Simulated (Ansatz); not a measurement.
Ti:

```
Ti
1.0
     4.56737    0.00000    0.00000
    -2.28369    3.95546    0.00000
     0.00000    0.00000    2.82624
Ti
3
Cartesian
  2.2837 1.3185 1.4131
  0.0000 2.6370 1.4131
  0.0000 0.0000 0.0000
```

This isn't the form of Ti at room conditions, which is hcp.

| Property | Result |
| --- | --- |
| Program | Ansatz 0.2.0 |
| Task | single point |
| Functional | PBE |
| Potentials or basis | Ansatz PAW |
| Cutoff | 420 eV (not typed: the program's choice for these potentials) |
| k mesh | 7 × 7 × 9 |
| Occupations | fermi-dirac, width 0.05 eV |
| Spin | no spin polarisation |

On this cell: pressure 0.8 GPa; largest force under 0.003 eV/Å; band gap on the k mesh none (metal or under the smearing width).

The same run follows on a disturbed copy (atoms moved at random, drawn with an rms of 0.05 Å):

```xyz
3
Lattice="4.5674 0.0000 0.0000 -2.2837 3.9555 0.0000 0.0000 0.0000 2.8262" Properties=species:S:1:pos:R:3 pbc="T T T"
Ti    2.2844    1.3199    1.4254
Ti    0.0190    2.6552    1.3569
Ti    0.0164    0.0211    0.0092
```

What does the disturbed cell give?

The energy (extrapolated to zero smearing) moves by +2.6 meV/atom; pressure 0.8 GPa; largest force 0.207 eV/Å; band gap on the k mesh none (metal or under the smearing width).

Forces in eV/Å, atoms in the order of the input:
```
Ti   0.068  0.071 -0.021
Ti  -0.047 -0.040  0.197
Ti  -0.020 -0.031 -0.176
```
